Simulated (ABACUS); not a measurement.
The system is Cs.

```xyz
1
Lattice="-3.1285 3.1285 3.1285 3.1285 -3.1285 3.1285 3.1285 3.1285 -3.1285" Properties=species:S:1:pos:R:3 pbc="T T T"
Cs    0.0000    0.0000    0.0000
```

- Program: ABACUS 3.10.1
- Task: single point
- Functional: PBE
- Potentials or basis: PseudoDojo NC SR 0.4.1 PBE standard
- Cutoff: 1361 eV
- Density cutoff: 5442 eV
- Basis: DZP LCAO (the cutoffs set its grid)
- k mesh: 6 × 6 × 6
- Occupations: fermi-dirac, width 0.05 eV
- Spin: no spin polarisation

On this cell: pressure -0.4 GPa; band gap on the k mesh none (metal or under the smearing width).

The same run follows on a disturbed copy (cell strained at random at fixed volume):

```
Cs
1.0
    -3.26995    3.20716    3.27462
     3.13948   -3.06094    2.99793
     3.18433    2.97532   -3.12840
Cs
1
Direct
  0.99977 0.00612 0.00319
```

What changes?

The energy (extrapolated to zero smearing) moves by -0.6 meV/atom; pressure -0.4 GPa; band gap on the k mesh none (metal or under the smearing width).

Caveats: the atomic orbitals were generated for these runs and aren't a published set; the basis of atomic orbitals isn't converged, which shifts pressures, moduli and gaps.
